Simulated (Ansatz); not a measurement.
# C: energy less reference against wave cutoff

All results are calculated (Ansatz 0.2.0). One setting of a density functional single point varied, free energy counted from the run at the reference value, pressure positive in compression; periodic cell, basis, potentials, k mesh and filling as listed.

Structure of every row (space group C2/m, No. 12):
```
CELL_PARAMETERS angstrom
2.12730 -1.22830 0.00000
2.12730 1.22830 0.00000
-1.37910 0.00000 3.50280
ATOMIC_POSITIONS crystal
C 0.83336 0.83336 0.00009
C 0.16664 0.16664 0.99991
```

Settings of every row: functional r2SCAN; dispersion none; potentials PAW; k mesh 13x13x8; k shift 0x0x0; occupations gaussian; smearing width 0.15 eV; spin none; varied setting wave cutoff; reference wave cutoff 500 eV.

Limits: cutoff under the advised one; the cell comes from a prototype or a list of computed structures and needn't be the stable phase.

| row | wave cutoff (eV) | energy less reference (meV/atom) |
| --- | --- | --- |
| 1 | 300 | 113.03 |
| 2 | 350 | 24.33 |
| 3 | 400 | ? |
| 4 | 450 | 0.66 |
| 5 | 500 | 0 |

Question: what energy less reference should row 3 give?

Worked fit of energy less reference. Measure energy less reference from the row at the highest cutoff, 0.00 meV/atom, and take the logarithm of what remains: 300 → 4.73, 350 → 3.19, 450 → -0.42. A straight line through these is ln|rest| = 15.167 − 0.03454 × cutoff, so the rest falls by a factor of e every 29 eV; from 3 rows that is a rough guide, not a law, and the row at the highest cutoff isn't the limit itself. At 400 eV the line gives ln|rest| = 1.351, a rest of 3.86 meV/atom, and so 0.00 + 3.86 = 3.86 meV/atom.

The calculation gave 4.6 meV/atom. The fit lies 0.74 meV/atom (16 % of the value, 0.65 % of the column's range) below it; its largest miss of a shown row is 9.09 meV/atom.
